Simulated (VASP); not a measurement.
A run of VASP 6.6.1 is set up as follows.

INCAR

```
ALGO = Normal
EDIFF = 1E-7
EDIFFG = -0.01
ENCUT = 600
IBRION = 2
ISIF = 2
ISMEAR = 0
LASPH = True
LCHARG = False
LREAL = False
LWAVE = False
NELM = 80
NSW = 40
PREC = Accurate
SIGMA = 0.03
```

Contents of KPOINTS:

```
k-points
0
Gamma
  8 8 8
```

File POSCAR:

```
SnSe                                    
1.0
    3.5299208353      0.0000000000      0.0000000000
    0.0000000000      3.5299208353      0.0000000000
    0.0000000000      0.0000000000      3.5299208353
  Sn              Se            
     1     1
Direct
     0.5000000000000000    0.5000000000000000    0.5000000000000000
     0.0000000000000000    0.0000000000000000    0.0000000000000000
```

Potentials or basis: VASP PAW LDA potentials, release 64 (Sn_d, Se).

Run with:

```console
$ cat potpaw_LDA.64/Sn_d/POTCAR potpaw_LDA.64/Se/POTCAR > POTCAR
$ mpirun -np 1 vasp_std > vasp.out
```

Question: What does it give for the band gap on the k mesh?

Answer: None (metal or under the smearing width).

Final structure:
```
Sn Se
1.0
     3.52992    0.00000    0.00000
     0.00000    3.52992    0.00000
     0.00000    0.00000    3.52992
Sn Se
1 1
Direct
  0.50000 0.50000 0.50000
  0.00000 0.00000 0.00000
```

Caveat: the relaxation stopped at its first step, so nothing moved.
